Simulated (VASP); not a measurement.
# Bi (Im-3m) in VASP: notebook

One crystal, Bi, is run at these levels: r2SCAN; tasks: single point.

All numbers are computed with VASP 6.6.1; they aren't measurements. Logs are shortened: lines on timing, memory, paths and dates and some standing lists are left out, and cuts for length are marked.

## (1) Starting point

It takes space group Im-3m (No. 229, cubic). Conventional cell: a = 3.963 Å, b = 3.963 Å, c = 3.963 Å, α = 90.00°, β = 90.00°, γ = 90.00°. Bi (site symmetry m-3m) has 8 Bi at 3.43 Å as nearest neighbours.

This isn't the form of Bi at room conditions, which is rhombohedral.

## (2) Single point, r2SCAN

The input, INCAR:

```
SYSTEM = Bi
ADDGRID = .False.
ALGO = Normal
EDIFF = 1E-7
ENCUT = 500
ISIF = 2
ISMEAR = 1
LASPH = .True.
LCHARG = .False.
LMIXTAU = .True.
LREAL = .False.
LWAVE = .False.
METAGGA = R2SCAN
NELM = 100
PREC = Accurate
SIGMA = 0.1
```

The input, KPOINTS:

```
k-points
0
Gamma
  12 12 12
  0 0 0
```

The input, POSCAR:

```
Bi
1.0
   -1.9814305318      1.9814305318      1.9814305318
    1.9814305318     -1.9814305318      1.9814305318
    1.9814305318      1.9814305318     -1.9814305318
Bi
1
Direct
    0.0000000000      0.0000000000      0.0000000000
```

Potentials or basis: VASP PAW PBE potentials, release 64 (Bi_d).

Command:

```sh
$ cat potpaw_PBE.64/Bi_d/POTCAR > POTCAR
$ mpirun -np 1 vasp_std > vasp.out
```

OUTCAR:

```text
SYSTEM = Bi
   EDIFF = 1E-7
   ENCUT = 500
   ISIF = 2
   ISMEAR = 1
   LASPH = .True.
   LREAL = .False.
   METAGGA = R2SCAN
   NELM = 100
   PREC = Accurate

 Found     72 irreducible k-points:

 Following reciprocal coordinates:
            Coordinates               Weight
  0.000000  0.000000  0.000000      1.000000
  0.083333  0.000000  0.000000     12.000000
  0.166667  0.000000  0.000000     12.000000
  0.250000  0.000000  0.000000     12.000000
  0.333333  0.000000  0.000000     12.000000
  0.416667  0.000000  0.000000     12.000000
   k-points           NKPTS =     72   k-points in BZ     NKDIM =     72   number of bands    NBANDS=     11
   number of dos      NEDOS =    301   number of ions     NIONS =      1
   total plane-waves  NPLWV =  21952
   dimension x,y,z NGX =    28 NGY =   28 NGZ =   28
   dimension x,y,z NGXF=    56 NGYF=   56 NGZF=   56
   ions per type =               1
   NGX,Y,Z   is equivalent  to a cutoff of  13.56, 13.56, 13.56 a.u.
   NGXF,Y,Z  is equivalent  to a cutoff of  27.13, 27.13, 27.13 a.u.
 SYSTEM =  Bi
   PREC   = accura    normal or accurate (medium, high low for compatibility)
   ISTART =      0    job   : 0-new  1-cont  2-samecut
   ICHARG =      2    charge: 1-file 2-atom 10-const
   ISPIN  =      1    spin polarized calculation?
   LNONCOLLINEAR =      F non collinear calculations
   LSORBIT =      F    spin-orbit coupling
   LASPH  =      T    aspherical Exc in radial PAW
   ENCUT  =  500.0 eV  36.75 Ry    6.06 a.u.   6.26  6.26  6.26*2*pi/ulx,y,z
   NELM   =    100;   NELMIN=  2; NELMDL= -5     # of ELM steps
   EDIFF  = 0.1E-06   stopping-criterion for ELM
   LREAL  =      F    real-space projection
   EDIFFG = 0.1E-05   stopping-criterion for IOM
   NSW    =      0    number of steps for IOM
   IBRION =     -1    ionic relax: 0-MD 1-quasi-New 2-CG
   NFREE  =      0    steps in history (QN), initial steepest desc. (CG)
   ISIF   =      2    stress and relaxation
   ISYM   =      2    0-nonsym 1-usesym 2-fastsym
   POTIM  = 0.5000    time-step for ionic-motion
   TEBEG  =    0.0;   TEEND  =   0.0 temperature during run
   PSTRESS=    0.0 pullay stress
   NELECT =      15.0000    total number of electrons
   NUPDOWN=      -1.0000    fix difference up-down
   EMIN   =  10.00;   EMAX   =-10.00  energy-range for DOS
   EFERMI =   0.00;   METHOD = LEGACY
   ISMEAR =     1;   SIGMA  =   0.10  broadening in eV -4-tet -1-fermi 0-gaus
   EFERMI_NEDOS =   21; number of points for ismear=-14 and -15
   IALGO  =     38    algorithm
   IMIX   =      4    mixing-type and parameters
     AMIX     =   0.40;   BMIX     =  1.00
     AMIX_MAG =   1.60;   BMIX_MAG =  1.00
  volume/ion in A,a.u.               =      31.12       209.99
  Fermi-wavevector in a.u.,A,eV,Ry     =   1.283630  2.425708 22.418388  1.647705
  Thomas-Fermi vector in A             =   2.415871
   LORBIT       =      0    0 simple, 1 ext, 2 COOP (PROOUT), +10 PAW based schemes
   METAGGA = R2SCAN    functional components
   LHFCALC =     F    Hartree Fock is set to
   AEXX    =    0.0000 exact exchange contribution
   IVDW    =     0    specifies the selected vdW correction
   LEPSILON=     F    determine dielectric tensor
   LRPA    =     F    only Hartree local field effects (RPA)
 non-spin polarized calculation
 Methfessel and Paxton  Order N= 1 SIGMA  =   0.10
  energy-cutoff  :      500.00
  volume of cell :       31.12
 maximum number of plane-waves:       803
 NGX is ok and might be reduce to    28
   NGX = 13   NGY = 13   NGZ = 13

 number of electron      14.9999994 magnetization

 Free energy of the ion-electron system (eV)
  ---------------------------------------------------
  ext. energy  EPLUGINS =         0.00000000
  ---------------------------------------------------
  free energy    TOTEN  =       -58.27673184 eV

  energy without entropy =      -58.27555688  energy(sigma->0) =      -58.27634018

 E-fermi :   7.9117     XC(G=0): -11.0675

 val. band max:        7.8897340194   @ k =  -0.4167   0.5000   0.0833
 cond. band min:       7.9343696760   @ k =  -0.1667   0.2500   0.0833
 fundamental gap:      0.0446356566
 Fermi energy:         7.9116888363

 k-point     1 :       0.0000    0.0000    0.0000
  band No.  band energies     occupation
      1     -15.9212      2.00000
      2     -15.9212      2.00000
      3     -15.9212      2.00000
      4     -15.7782      2.00000
      5     -15.7782      2.00000
      6      -6.2934      2.00000
      7      13.1763      0.00000
      8      13.1763      0.00000
      9      13.1763      0.00000
     10      17.9512      0.00000
     11      19.1156      0.00000

 k-point     2 :       0.0833    0.0000    0.0000
  band No.  band energies     occupation
      1     -15.9241      2.00000
      2     -15.9161      2.00000
      3     -15.9059      2.00000
      4     -15.7817      2.00000
      5     -15.7789      2.00000
      6      -6.1594      2.00000
      7      11.8921      0.00000
      8      12.7629      0.00000
      9      13.0659      0.00000
     10      17.8010      0.00000
     11      18.3203      0.00000

 k-point     3 :       0.1667    0.0000    0.0000
  band No.  band energies     occupation
      1     -15.9321      2.00000
      2     -15.9036      2.00000
      3     -15.8637      2.00000
      4     -15.7900      2.00000
      5     -15.7808      2.00000
      6      -5.7620      2.00000
      7       9.5211     -0.00000
      8      11.8500      0.00000
      9      12.7557      0.00000
     10      16.5140      0.00000
     11      17.4210      0.00000

 k-point     4 :       0.2500    0.0000    0.0000
  band No.  band energies     occupation
      1     -15.9430      2.00000
      2     -15.8917      2.00000
      3     -15.8054      2.00000
      4     -15.7970      2.00000
      5     -15.7833      2.00000
      6      -5.1205      2.00000
      7       7.0867      2.00000
      8      10.8806      0.00000
      9      12.3326      0.00000
     10      15.5527      0.00000
     11      16.7179      0.00000

 k-point     5 :       0.3333    0.0000    0.0000
  band No.  band energies     occupation
      1     -15.9539      2.00000
      2     -15.8885      2.00000
      3     -15.7961      2.00000
      4     -15.7857      2.00000
      5     -15.7463      2.00000
      6      -4.2935      2.00000
      7       4.8992      2.00000
      8      10.0855      0.00000
      9      11.9270      0.00000
     10      14.8990      0.00000
     11      16.2201      0.00000

 k-point     6 :       0.4167    0.0000    0.0000
  band No.  band energies     occupation
      1     -15.9619      2.00000
      2     -15.8922      2.00000
      3     -15.7899      2.00000
      4     -15.7875      2.00000
      5     -15.7026      2.00000
      6      -3.4537      2.00000
      7       3.2193      2.00000
      8       9.5739     -0.00000
      9      11.6447      0.00000
     10      14.5204      0.00000
     11      15.9239      0.00000

 [... further k-points ...]

------------------------ aborting loop because EDIFF is reached ----------------------------------------

  FORCE on cell =-STRESS in cart. coord.  units (eV):
  Direction    XX          YY          ZZ          XY          YZ          ZX
  --------------------------------------------------------------------------------------
  -------------------------------------------------------------------------------------
  Total       -0.0592852     -0.0592852     -0.0592852      0.0000000      0.0000000      0.0000000
  in kB       -3.0525350     -3.0525350     -3.0525350      0.0000000      0.0000000      0.0000000
  external PRESSURE =      -3.0525350 kB  Pullay stress =       0.0000000 kB

 VOLUME and BASIS-vectors are now :
 -----------------------------------------------------------------------------
  energy-cutoff  :      500.00
  volume of cell :       31.12
      direct lattice vectors                 reciprocal lattice vectors
    -1.981430532  1.981430532  1.981430532     0.000000000  0.252342937  0.252342937
     1.981430532 -1.981430532  1.981430532     0.252342937  0.000000000  0.252342937
     1.981430532  1.981430532 -1.981430532     0.252342937  0.252342937  0.000000000

 POSITION                                       TOTAL-FORCE (eV/Angst)
 -----------------------------------------------------------------------------------
      0.00000      0.00000      0.00000        -0.000000     -0.000000      0.000000
 -----------------------------------------------------------------------------------
    total drift:                                0.000000     -0.000000      0.000000

  FREE ENERGIE OF THE ION-ELECTRON SYSTEM (eV)
  ---------------------------------------------------
  free  energy   TOTEN  =       -58.2767318361 eV

  energy  without entropy=      -58.2755568828  energy(sigma->0) =      -58.27634018
```

Run time: 64 s. Hardware: 1 thread of AMD EPYC 9R45 (Zen 5), shared host; peak memory 0.14 GiB.

The run converged, but some of its settings lie outside the range that counts as converged, so its numbers aren't taken as properties of the crystal.

What came out:

```
Free energy            : -58.2767 eV
Pressure               : -0.3 GPa
Band gap on the k mesh : none (metal or under the smearing width)
```

Caveat: the PAW data sets were made with another functional, which shifts forces and pressure a little; spin-orbit coupling is left out, which moves the levels of the heavy elements.

## (3) Single point, r2SCAN

INCAR is that of step 2.

KPOINTS is that of step 2.

The input, POSCAR:

```
Bi
1.0
   -1.9790240000      1.9985000000      1.9531420000
    1.9661170000     -2.0296300000      1.9713650000
    1.9749290000      2.0255350000     -1.9842720000
Bi
1
Direct
   -0.0011140000      0.0181590000      0.0152380000
```

Potentials or basis: VASP PAW PBE potentials, release 64 (Bi_d).

Command:

```sh
$ cat potpaw_PBE.64/Bi_d/POTCAR > POTCAR
$ mpirun -np 1 vasp_std > vasp.out
```

OUTCAR:

```text
SYSTEM = Bi
   EDIFF = 1E-7
   ENCUT = 500
   ISIF = 2
   ISMEAR = 1
   LASPH = .True.
   LREAL = .False.
   METAGGA = R2SCAN
   NELM = 100
   PREC = Accurate

 Found    868 irreducible k-points:

 Following reciprocal coordinates:
            Coordinates               Weight
  0.000000  0.000000  0.000000      1.000000
  0.083333  0.000000 -0.000000      2.000000
  0.166667  0.000000 -0.000000      2.000000
  0.250000  0.000000 -0.000000      2.000000
  0.333333  0.000000 -0.000000      2.000000
  0.416667  0.000000  0.000000      2.000000
   k-points           NKPTS =    868   k-points in BZ     NKDIM =    868   number of bands    NBANDS=     11
   number of dos      NEDOS =    301   number of ions     NIONS =      1
   total plane-waves  NPLWV =  21952
   dimension x,y,z NGX =    28 NGY =   28 NGZ =   28
   dimension x,y,z NGXF=    56 NGYF=   56 NGZF=   56
   ions per type =               1
   NGX,Y,Z   is equivalent  to a cutoff of  13.59, 13.51, 13.47 a.u.
   NGXF,Y,Z  is equivalent  to a cutoff of  27.19, 27.02, 26.94 a.u.
 SYSTEM =  Bi
   PREC   = accura    normal or accurate (medium, high low for compatibility)
   ISTART =      0    job   : 0-new  1-cont  2-samecut
   ICHARG =      2    charge: 1-file 2-atom 10-const
   ISPIN  =      1    spin polarized calculation?
   LNONCOLLINEAR =      F non collinear calculations
   LSORBIT =      F    spin-orbit coupling
   LASPH  =      T    aspherical Exc in radial PAW
   ENCUT  =  500.0 eV  36.75 Ry    6.06 a.u.   6.24  6.28  6.30*2*pi/ulx,y,z
[... 68 lines left out ...]
      9      13.3269      0.00000
     10      17.9208      0.00000
     11      18.9182      0.00000
[... 57 lines left out ...]
 k-point     6 :       0.4167    0.0000    0.0000
  band No.  band energies     occupation
      1     -15.9535      2.00000
      2     -15.8913      2.00000
      3     -15.7958      2.00000
      4     -15.7893      2.00000
      5     -15.6994      2.00000
      6      -3.3924      2.00000
      7       3.2441      2.00000
      8       9.5248     -0.00000
      9      11.6679      0.00000
     10      14.4887      0.00000
     11      15.9702      0.00000

 [... further k-points ...]

------------------------ aborting loop because EDIFF is reached ----------------------------------------

  FORCE on cell =-STRESS in cart. coord.  units (eV):
  Direction    XX          YY          ZZ          XY          YZ          ZX
  --------------------------------------------------------------------------------------
  -------------------------------------------------------------------------------------
  Total       -0.0311317     -0.0969019     -0.0431891      0.0277852      0.0817815      0.0347184
  in kB       -1.6029408     -4.9893749     -2.2237625      1.4306292      4.2108426      1.7876163
  external PRESSURE =      -2.9386927 kB  Pullay stress =       0.0000000 kB

 VOLUME and BASIS-vectors are now :
 -----------------------------------------------------------------------------
  energy-cutoff  :      500.00
  volume of cell :       31.12
      direct lattice vectors                 reciprocal lattice vectors
    -1.979024000  1.998500000  1.953142000     0.001101304  0.250494512  0.256799672
     1.966117000 -2.029630000  1.971365000     0.254579372  0.002236890  0.255664085
     1.974929000  2.025535000 -1.984272000     0.254007448  0.248787001  0.002808815

 POSITION                                       TOTAL-FORCE (eV/Angst)
 -----------------------------------------------------------------------------------
     -1.91102      1.99028      1.95653        -0.000000     -0.000000     -0.000000
 -----------------------------------------------------------------------------------
    total drift:                                0.000004      0.000025     -0.000009

  FREE ENERGIE OF THE ION-ELECTRON SYSTEM (eV)
  ---------------------------------------------------
  free  energy   TOTEN  =       -58.2763454909 eV

  energy  without entropy=      -58.2762276353  energy(sigma->0) =      -58.27630621
```

OSZICAR:

```text
N       E                     dE             d eps       ncg     rms          rms(c)
DAV:   1     0.483067356730E+02    0.48307E+02   -0.81268E+03 19155   0.157E+03
DAV:   2    -0.562885172607E+02   -0.10460E+03   -0.10252E+03 19564   0.363E+02
DAV:   3    -0.616074857357E+02   -0.53190E+01   -0.52415E+01 22049   0.902E+01
DAV:   4    -0.617428078443E+02   -0.13532E+00   -0.13523E+00 23102   0.156E+01
DAV:   5    -0.617488767507E+02   -0.60689E-02   -0.60686E-02 24612   0.293E+00    0.713E-01
DAV:   6    -0.581069354548E+02    0.36419E+01   -0.10947E+00 22033   0.229E+01    0.674E-01
DAV:   7    -0.582654639483E+02   -0.15853E+00   -0.59429E-02 21238   0.402E+00    0.394E-01
DAV:   8    -0.582173928107E+02    0.48071E-01   -0.78845E-02 19465   0.253E+00    0.113E-01
DAV:   9    -0.582727228110E+02   -0.55330E-01   -0.25722E-02 19426   0.186E+00    0.887E-02
DAV:  10    -0.582739645931E+02   -0.12418E-02   -0.10746E-03 22529   0.413E-01    0.732E-02
DAV:  11    -0.582761347358E+02   -0.21701E-02   -0.38292E-03 19453   0.753E-01    0.124E-02
DAV:  12    -0.582762049464E+02   -0.70211E-04   -0.11212E-04 19861   0.136E-01    0.151E-02
DAV:  13    -0.582763405058E+02   -0.13556E-03   -0.60791E-05 20210   0.103E-01    0.506E-03
DAV:  14    -0.582763427180E+02   -0.22122E-05   -0.13062E-05 20050   0.389E-02    0.174E-03
DAV:  15    -0.582763423233E+02    0.39472E-06   -0.85807E-07 23216   0.164E-02    0.499E-04
DAV:  16    -0.582763455506E+02   -0.32273E-05   -0.37277E-06 19522   0.168E-02    0.383E-04
DAV:  17    -0.582763454909E+02    0.59718E-07   -0.10204E-07 18961   0.314E-03
   1 F= -.58276345E+02 E0= -.58276306E+02  d E =-.117856E-03
```

stdout:

```text
POSCAR found type information on POSCAR Bi
 POSCAR found :  1 types and       1 ions
 scaLAPACK will be used
 -----------------------------------------------------------------------------
|                                                                             |
|                                                                             |
|     You enforced a specific xc type in the INCAR file but a different       |
|     I HOPE YOU KNOW WHAT YOU ARE DOING!                                     |
|                                                                             |
 -----------------------------------------------------------------------------

 LDA part: xc-table for (None), standard interpolation
 POSCAR, INCAR and KPOINTS ok, starting setup
 FFT: planning ... GRIDC
 FFT: planning ... GRID_SOFT
 FFT: planning ... GRID
 WAVECAR not read
 entering main loop
```

It took 13 min on 1 thread of AMD EPYC 9R45 (Zen 5), shared host; peak memory 0.37 GiB.

The run converged, but some of its settings lie outside the range that counts as converged, so its numbers aren't taken as properties of the crystal.

Results:

- Free energy: -58.2763 eV
- Pressure: -0.3 GPa
- Band gap on the k mesh: none (metal or under the smearing width)

Caveat: the PAW data sets were made with another functional, which shifts forces and pressure a little; spin-orbit coupling is left out, which moves the levels of the heavy elements.

[end of part 1 of 2]
